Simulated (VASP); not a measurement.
A run of VASP 6.6.1:

The input INCAR:

```
SYSTEM = Ir
  PREC = Accurate
  ENCUT = 520
  EDIFF = 1E-6
  ISMEAR = 0
  SIGMA = 0.1
  LREAL = .FALSE.
  LASPH = .TRUE.
  NELM = 100
  ALGO = Fast
  ISIF = 2
  LWAVE = .FALSE.
  LCHARG = .FALSE.
  GGA = PS
  NBANDS = 16
```

The input KPOINTS:

```
regular mesh
0
G
  15 15 8
  0 0 0
```

Contents of POSCAR:

```
Ir
1.0
    2.7513778946      0.0000000000      0.0000000000
   -1.3756889473      2.3827631521      0.0000000000
    0.0000000000      0.0000000000      4.4622900000
Ir
2
Direct
    0.6666666700      0.3333333300      0.7600845082
    0.3333333300      0.6666666700      0.2500000000
```

Potentials or basis: VASP PAW PBE potentials, release 64 (Ir).

Command:

```console
$ cat potpaw_PBE.64/Ir/POTCAR > POTCAR
$ mpirun -np 1 vasp_std > vasp.out
```

Hardware: 1 thread of Intel(R) Xeon(R) 6975P-C (Granite Rapids), on a shared host.

Question: How long does it take, and how much memory?

Answer: Wall time 39 s on 1 thread of Intel(R) Xeon(R) 6975P-C (Granite Rapids), on a shared host, peak memory 0.19 GiB. Counts: scf iterations 17, k points 192.
